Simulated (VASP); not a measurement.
# BaF2 (Frankdicksonite) (Fm-3m) in VASP: a series of runs, part 3 of 3

VASP 6.6.1. The steps go on from the part before.

**5. Dielectric tensor, PBE**

File INCAR:

```
SYSTEM = BaF2
  PREC = Accurate
  ENCUT = 520
  EDIFF = 1E-8
  ISMEAR = 0
  SIGMA = 0.03
  LREAL = .False.
  LASPH = .True.
  NELM = 80
  ALGO = Normal
  ISIF = 2
  LWAVE = .False.
  LCHARG = .False.
  GGA = PE
  LEPSILON = .True.
  KPAR = 2
```

File KPOINTS:

```
regular mesh
0
Monkhorst
  12 12 12
  0 0 0
```

File POSCAR:

```
BaF2                                    
1.0
    0.0000000000      3.0882183966      3.0882183966
    3.0882183966     -0.0000000000      3.0882183966
    3.0882183966      3.0882183966      0.0000000000
  Ba              F             
     1     2
Direct
     0.0000000000000000    0.0000000000000000    1.0000000000000000
     0.2500000000000000    0.2500000000000000    0.2500000000000000
     0.7500000000000000    0.7500000000000000    0.7500000000000000
```

Potentials or basis: VASP PAW PBE potentials, release 64 (Ba_sv, F).

Run with:

```sh
$ cat potpaw_PBE.64/Ba_sv/POTCAR potpaw_PBE.64/F/POTCAR > POTCAR
$ mpirun -np 2 vasp_std > vasp.out
```

OUTCAR:

```text
SYSTEM = BaF2
   PREC = Accurate
   ENCUT = 520
   EDIFF = 1E-8
   ISMEAR = 0
   LREAL = .False.
   LASPH = .True.
   NELM = 80
   ISIF = 2
   GGA = PE
   LEPSILON = .True.

 ion  position               nearest neighbor table
   1  0.000  0.000  0.000-   3 2.67   3 2.67   3 2.67   2 2.67   2 2.67   2 2.67   3 2.67   2 2.67

   2  0.250  0.250  0.250-   1 2.67   1 2.67   1 2.67   1 2.67
   3  0.750  0.750  0.750-   1 2.67   1 2.67   1 2.67   1 2.67

  LATTYP: Found a face centered cubic cell.
 ALAT       =     6.1764367932

  Lattice vectors:

 A1 = (   0.0000000000,   3.0882183966,   3.0882183966)
 A2 = (   3.0882183966,   0.0000000000,   3.0882183966)
 A3 = (   3.0882183966,   3.0882183966,   0.0000000000)

Analysis of symmetry for initial positions (statically):
=====================================================================
 Subroutine PRICEL returns:
 Original cell was already a primitive cell.

 Routine SETGRP: Setting up the symmetry group for a
 face centered cubic supercell.

 Subroutine GETGRP returns: Found 48 space group operations
 (whereof 48 operations were pure point group operations)
 out of a pool of 48 trial point group operations.

The static configuration has the point symmetry O_h .

Analysis of symmetry for dynamics (positions and initial velocities):
=====================================================================
 Subroutine PRICEL returns:
 Original cell was already a primitive cell.

 Routine SETGRP: Setting up the symmetry group for a
 face centered cubic supercell.

 Subroutine GETGRP returns: Found 48 space group operations
 (whereof 48 operations were pure point group operations)
 out of a pool of 48 trial point group operations.
[... 642 lines left out ...]
 ------------------------------------------------------
           2.521498     0.000000    -0.000000
          -0.000000     2.521498     0.000000
           0.000000     0.000000     2.521498
 ------------------------------------------------------

 Free energy of the ion-electron system (eV)
  ---------------------------------------------------
  ---------------------------------------------------
  free energy    TOTEN  =        -0.24274314 eV

  energy without entropy =       -0.24274314

------------------------ aborting loop because EDIFF is reached ----------------------------------------

--------------------------------------- Ionic step        2  -------------------------------------------

------------------------ aborting loop because EDIFF is reached ----------------------------------------

--------------------------------------- Ionic step        3  -------------------------------------------

 Free energy of the ion-electron system (eV)
  ---------------------------------------------------
  ---------------------------------------------------
  free energy    TOTEN  =        -0.24274314 eV

  energy without entropy =       -0.24274314

------------------------ aborting loop because EDIFF is reached ----------------------------------------

 PIEZOELECTRIC TENSOR FIELD DIRECTION 3  (e Angst)
 -----------------------------------------------------------------------------
     0.00014  0.00000  0.00000           (  0.00000  0.00000  0.00000)
     0.00000  0.00014 -0.00000           (  0.00000  0.00000  0.00000)
     0.00000 -0.00000  0.00001           (  0.00000  0.00000 -0.00000)

 PIEZOELECTRIC TENSOR FIELD DIRECTION 3  (C/m^2)
 -----------------------------------------------------------------------------
     0.00004  0.00000  0.00000
     0.00000  0.00004 -0.00000
     0.00000 -0.00000  0.00000

 MACROSCOPIC STATIC DIELECTRIC TENSOR (including local field effects in DFT)
 ------------------------------------------------------
           2.363918    -0.000000     0.000000
           0.000000     2.363918     0.000000
           0.000000    -0.000000     2.363918
 ------------------------------------------------------

 PIEZOELECTRIC TENSOR (including local field effects)  for field in x, y, z        (e  Angst)
          XX          YY          ZZ          XY          YZ          ZX
  --------------------------------------------------------------------------------
  x     0.00000     0.00000     0.00000     0.00000     0.00000     0.00000
  y     0.00000     0.00000     0.00000     0.00000     0.00000     0.00000
  z     0.00000     0.00000     0.00000     0.00000     0.00000     0.00000

 PIEZOELECTRIC TENSOR (including local field effects)  for field in x, y, z        (C/m^2)
          XX          YY          ZZ          XY          YZ          ZX
  --------------------------------------------------------------------------------
  x     0.00000     0.00000     0.00000     0.00000     0.00000     0.00000
  y     0.00000     0.00000     0.00000     0.00000     0.00000     0.00000
  z     0.00000     0.00000     0.00000     0.00000     0.00000     0.00000

 BORN EFFECTIVE CHARGES (including local field effects) (in |e|, cummulative output)
 ---------------------------------------------------------------------------------
 ion    1
    1     2.58656     0.00000     0.00000
    2     0.00000     2.58656     0.00000
    3     0.00000     0.00000     2.58656
 ion    2
    1    -1.29328     0.00000     0.00000
    2     0.00000    -1.29328     0.00000
    3     0.00000     0.00000    -1.29328
 ion    3
    1    -1.29328     0.00000     0.00000
    2     0.00000    -1.29328     0.00000
    3     0.00000     0.00000    -1.29328
```

stdout:

```text
POSCAR found type information on POSCAR BaF
 POSCAR found :  2 types and       3 ions
 scaLAPACK will be used
 LDA part: xc-table for (Slater+PW92), standard interpolation
 -----------------------------------------------------------------------------
|                                                                             |
|           W    W    AA    RRRRR   N    N  II  N    N   GGGG   !!!           |
[... 38 lines left out ...]
  Direction:   1
 dielectric tensor                  component  1 :     2.364    -0.000     0.000
 Linear response to external field, progress :
  Direction:   2
 dielectric tensor                  component  2 :    -0.000     2.364     0.000
 Linear response to external field, progress :
  Direction:   3
 dielectric tensor                  component  3 :    -0.001     0.001     2.364
 Born effective charges drift removed
```

Run time: 20 min. Hardware: 2 MPI ranks of AMD EPYC 7R13 (Zen 3), shared host; peak memory 1 GiB.

What came out:

```
Electronic dielectric tensor (diagonal) : 2.36
Born charges (mean of the diagonal)     : Ba +2.59; F -1.29 e
```

Electronic dielectric tensor:
```
2.36 0.00 0.00
0.00 2.36 0.00
0.00 0.00 2.36
```

Born effective charge tensors (e):
atom 1, Ba
```
2.59 0.00 0.00
0.00 2.59 0.00
0.00 0.00 2.59
```
atom 2, F
```
-1.29  0.00  0.00
 0.00 -1.29  0.00
 0.00  0.00 -1.29
```
atom 3, F
```
-1.29  0.00  0.00
 0.00 -1.29  0.00
 0.00  0.00 -1.29
```

The run has no spin-orbit coupling, so splittings on Ba are missing.

**6. Optical spectrum, PBE**

INCAR: that of step 5 with these lines changed.

```diff
@@ -3,3 +3,3 @@
   ENCUT = 520
-  EDIFF = 1E-8
+  EDIFF = 1E-7
   ISMEAR = 0
@@ -14,3 +14,6 @@
   GGA = PE
-  LEPSILON = .True.
+  LOPTICS = .True.
+  NBANDS = 60
+  NEDOS = 1000
+  CSHIFT = 0.05
   KPAR = 2
```

File KPOINTS:

```
regular mesh
0
Gamma
  8 8 8
  0 0 0
```

POSCAR is that of step 5.

Potentials or basis: VASP PAW PBE potentials, release 64 (Ba_sv, F).

Run with:

```sh
$ cat potpaw_PBE.64/Ba_sv/POTCAR potpaw_PBE.64/F/POTCAR > POTCAR
$ mpirun -np 2 vasp_std > vasp.out
```

OUTCAR:

```text
SYSTEM = BaF2
   PREC = Accurate
   ENCUT = 520
   EDIFF = 1E-7
   ISMEAR = 0
   LREAL = .False.
   LASPH = .True.
   NELM = 80
   ISIF = 2
   GGA = PE

 ion  position               nearest neighbor table
   1  0.000  0.000  0.000-   3 2.67   3 2.67   3 2.67   2 2.67   2 2.67   2 2.67   3 2.67   2 2.67

   2  0.250  0.250  0.250-   1 2.67   1 2.67   1 2.67   1 2.67
   3  0.750  0.750  0.750-   1 2.67   1 2.67   1 2.67   1 2.67

  LATTYP: Found a face centered cubic cell.
 ALAT       =     6.1764367932

  Lattice vectors:

 A1 = (   0.0000000000,   3.0882183966,   3.0882183966)
 A2 = (   3.0882183966,   0.0000000000,   3.0882183966)
 A3 = (   3.0882183966,   3.0882183966,   0.0000000000)

Analysis of symmetry for initial positions (statically):
=====================================================================
 Subroutine PRICEL returns:
 Original cell was already a primitive cell.

 Routine SETGRP: Setting up the symmetry group for a
 face centered cubic supercell.
[... 849 lines left out ...]
 -----------------------------------------------------------------------------------
      0.00000      0.00000      0.00000         0.000000      0.000000      0.000000
      1.54411      1.54411      1.54411        -0.000000     -0.000000     -0.000000
      4.63233      4.63233      4.63233         0.000000      0.000000      0.000000
 -----------------------------------------------------------------------------------
    total drift:                               -0.000000     -0.000000      0.000000

  FREE ENERGIE OF THE ION-ELECTRON SYSTEM (eV)
  ---------------------------------------------------
  free  energy   TOTEN  =       -17.0961900958 eV

  energy  without entropy=      -17.0961900958  energy(sigma->0) =      -17.09619010

 electrical conductivity sigma (Mega S m-1) (frequency dependency in vasprun.xml)
  --------------------------------------------------------------------------------------
       0.000       0.000      -0.000
       0.000       0.000       0.000
      -0.000      -0.000       0.000

  frequency dependent IMAGINARY DIELECTRIC FUNCTION (independent particle, no local field effects) density-density
     E(ev)      X         Y         Z        XY        YZ        ZX
  --------------------------------------------------------------------------------------------------------------
     0.00000    -0.00000    -0.00000    -0.00000    -0.00000    -0.00000     0.00000
     0.88935     0.00000     0.00000     0.00000     0.00000    -0.00000    -0.00000
     1.77870     0.00000     0.00000     0.00000     0.00000    -0.00000     0.00000
     2.66805     0.00000     0.00000     0.00000     0.00000    -0.00000     0.00000
     3.55741     0.00000     0.00000     0.00000     0.00000    -0.00000     0.00000
     4.44676     0.00000     0.00000     0.00000     0.00000    -0.00000     0.00000
[... 92 lines left out ...]
    87.15645     0.00000     0.00000     0.00000     0.00000    -0.00000     0.00000
    88.04580     0.00000     0.00000     0.00000     0.00000    -0.00000     0.00000

  frequency dependent      REAL DIELECTRIC FUNCTION (independent particle, no local field effects) density-density
     E(ev)        X           Y           Z          XY          YZ          ZX
  --------------------------------------------------------------------------------------------------------------
     0.00000     2.50232     2.50232     2.50232     0.00000    -0.00000    -0.00000
     0.88935     2.51015     2.51015     2.51015    -0.00000     0.00000    -0.00000
     1.77870     2.53436     2.53436     2.53436    -0.00000     0.00000    -0.00000
     2.66805     2.57728     2.57728     2.57728    -0.00000     0.00000    -0.00000
     3.55741     2.64364     2.64364     2.64364    -0.00000     0.00000    -0.00000
     4.44676     2.74248     2.74248     2.74248    -0.00000     0.00000    -0.00000
[... 92 lines left out ...]
    87.15645     0.93999     0.93999     0.93999    -0.00000    -0.00000     0.00000
    88.04580     0.94134     0.94134     0.94134    -0.00000    -0.00000     0.00000

  frequency dependent IMAGINARY DIELECTRIC FUNCTION (independent particle, no local field effects) current-current
     E(ev)      X         Y         Z        XY        YZ        ZX
  --------------------------------------------------------------------------------------------------------------
     0.00000     0.00000     0.00000     0.00000     0.00000    -0.00000    -0.00000
     0.88935     0.00000     0.00000     0.00000    -0.00000    -0.00000    -0.00000
     1.77870     0.00000     0.00000     0.00000     0.00000     0.00000    -0.00000
     2.66805     0.00000     0.00000     0.00000     0.00000     0.00000    -0.00000
     3.55741     0.00000     0.00000     0.00000     0.00000     0.00000    -0.00000
     4.44676     0.00000     0.00000     0.00000     0.00000     0.00000    -0.00000
[... 92 lines left out ...]
    87.15645     0.00000     0.00000     0.00000     0.00000     0.00000    -0.00000
    88.04580     0.00000     0.00000     0.00000     0.00000     0.00000    -0.00000

  frequency dependent      REAL DIELECTRIC FUNCTION (independent particle, no local field effects) current-current
     E(ev)        X           Y           Z          XY          YZ          ZX
  --------------------------------------------------------------------------------------------------------------
     0.00000     2.50227     2.50227     2.50227     0.00000     0.00000     0.00000
     0.88935     2.51003     2.51003     2.51003     0.00000     0.00000     0.00000
     1.77870     2.53423     2.53423     2.53423     0.00000     0.00000     0.00000
     2.66805     2.57714     2.57714     2.57714     0.00000     0.00000     0.00000
     3.55741     2.64349     2.64349     2.64349     0.00000     0.00000     0.00000
     4.44676     2.74231     2.74231     2.74231     0.00000     0.00000     0.00000
[... 92 lines left out ...]
    87.15645     0.93999     0.93999     0.93999    -0.00000    -0.00000     0.00000
    88.04580     0.94134     0.94134     0.94134    -0.00000    -0.00000     0.00000
```

OSZICAR:

```text
N       E                     dE             d eps       ncg     rms          rms(c)
DAV:   1     0.154286158325E+03    0.15429E+03   -0.10006E+04  3480   0.372E+02
DAV:   2    -0.133816869649E+02   -0.16767E+03   -0.15881E+03  4132   0.138E+02
DAV:   3    -0.188352214371E+02   -0.54535E+01   -0.54005E+01  4312   0.203E+01
DAV:   4    -0.188597658068E+02   -0.24544E-01   -0.24539E-01  4076   0.140E+00
DAV:   5    -0.188598344973E+02   -0.68690E-04   -0.68690E-04  4060   0.672E-02    0.862E+00
DAV:   6    -0.170934673063E+02    0.17664E+01   -0.29686E+00  3860   0.679E+00    0.413E+00
DAV:   7    -0.170702810197E+02    0.23186E-01   -0.10009E-01  4140   0.100E+00    0.230E+00
DAV:   8    -0.170896737841E+02   -0.19393E-01   -0.59435E-02  3808   0.883E-01    0.283E-01
DAV:   9    -0.170928668092E+02   -0.31930E-02   -0.13734E-03  4112   0.130E-01    0.143E-01
DAV:  10    -0.170961564008E+02   -0.32896E-02   -0.10111E-03  3684   0.105E-01    0.337E-02
DAV:  11    -0.170961668960E+02   -0.10495E-04   -0.42753E-05  4240   0.221E-02    0.139E-02
DAV:  12    -0.170961893837E+02   -0.22488E-04   -0.14263E-05  3748   0.105E-02    0.259E-03
DAV:  13    -0.170961900029E+02   -0.61922E-06   -0.27125E-07  4172   0.195E-03    0.282E-03
DAV:  14    -0.170961900958E+02   -0.92900E-07   -0.11356E-07  3708   0.102E-03
   1 F= -.17096190E+02 E0= -.17096190E+02  d E =-.281382E-12
 imaginary and real dielectric function
```

stdout:

```text
POSCAR found type information on POSCAR BaF
 POSCAR found :  2 types and       3 ions
 scaLAPACK will be used
 LDA part: xc-table for (Slater+PW92), standard interpolation
 POSCAR, INCAR and KPOINTS ok, starting setup
 FFT: planning ... GRIDC
 FFT: planning ... GRID_SOFT
 FFT: planning ... GRID
 WAVECAR not read
 entering main loop
 optical routines
 imaginary and real dielectric function
 recalculating local potential from charge density
 direction            1
 direction            2
 direction            3
```

Run time: 54 s. Hardware: 2 MPI ranks of AMD EPYC 7R13 (Zen 3), shared host; peak memory 0.24 GiB.

Results:

```yaml
Free_energy: -17.0962 eV
Pressure: 3.1 GPa
Band_gap_on_the_k_mesh: 6.81 eV, indirect (least direct gap 6.90 eV)
```

Dielectric function (mean over the directions given):
| energy (eV) | real part | imaginary part |
| --- | --- | --- |
| 0.27 | 2.50 | 0.00 |
| 0.71 | 2.51 | 0.00 |
| 1.25 | 2.52 | 0.00 |
| 1.78 | 2.53 | 0.00 |
| 2.22 | 2.55 | 0.00 |
| 2.76 | 2.58 | 0.00 |
| 3.29 | 2.62 | 0.00 |
| 3.74 | 2.66 | 0.00 |
| 4.27 | 2.72 | 0.00 |
| 4.80 | 2.79 | 0.00 |
| 5.25 | 2.87 | 0.00 |
| 5.78 | 3.00 | 0.00 |
| 6.31 | 3.18 | 0.00 |
| 6.76 | 3.44 | 0.00 |
| 7.29 | 3.80 | 1.15 |
| 7.83 | 4.19 | 0.80 |
| 8.27 | 4.00 | 1.36 |
| 8.80 | 4.97 | 1.27 |
| 9.34 | 5.82 | 2.62 |
| 9.78 | 3.76 | 6.16 |
| 10.32 | 1.94 | 3.40 |
| 10.85 | 0.38 | 2.43 |
| 11.29 | 0.99 | 1.23 |
| 11.83 | 1.63 | 4.12 |
| 12.36 | 0.28 | 1.22 |
| 12.81 | 0.46 | 1.09 |
| 13.34 | 1.10 | 0.74 |
| 13.87 | 2.06 | 0.08 |
| 14.32 | 2.23 | 1.51 |
| 14.85 | 2.31 | 0.69 |
| 15.39 | 2.81 | 0.62 |
| 15.83 | 2.27 | 1.88 |
| 16.36 | 1.93 | 1.50 |
| 16.90 | 3.50 | 1.90 |
| 17.34 | 3.01 | 3.32 |
| 17.88 | 0.53 | 5.18 |
| 18.41 | -0.20 | 4.66 |
| 18.85 | -0.54 | 2.24 |
| 19.39 | 2.02 | 1.61 |
| 19.92 | -2.29 | 1.46 |

Caveat: spectra need much finer meshes, so this one isn't converged; independent-particle spectra lack excitons; spin-orbit coupling is left out, which moves the levels of the heavy elements.

**7. Summary**

```csv
task,level,potentials or basis,spin,k mesh,monkhorst-Pack mesh,gap on the mesh (eV),pressure (GPa)
band structure,PBE,"VASP PAW PBE potentials, release 64 (Ba_sv, F)",off,8 × 8 × 8,-,6.81,3.1
band structure,LDA,"VASP PAW LDA potentials, release 64 (Ba_sv, F)",off,8 × 8 × 8,-,6.43,-2.7
band structure,PBE,"VASP PAW PBE potentials, release 64 (Ba_sv, F)","SOC, no magnetisation",6 × 6 × 6,-,-,3.1
dielectric tensor,PBE,"VASP PAW PBE potentials, release 64 (Ba_sv, F)",off,12 × 12 × 12,yes,-,-
optical spectrum,PBE,"VASP PAW PBE potentials, release 64 (Ba_sv, F)",off,8 × 8 × 8,-,6.81,3.1
```

Alike in all rows: cell as given; cutoff (eV) 520; smearing gaussian 0.03 eV.

Caveats: spin-orbit coupling is left out, which moves the levels of the heavy elements (some runs); spectra need much finer meshes, so this one isn't converged (some runs); independent-particle spectra lack excitons (some runs).

Total energies depend on the potentials used, so only differences within one code and one set of settings carry meaning.
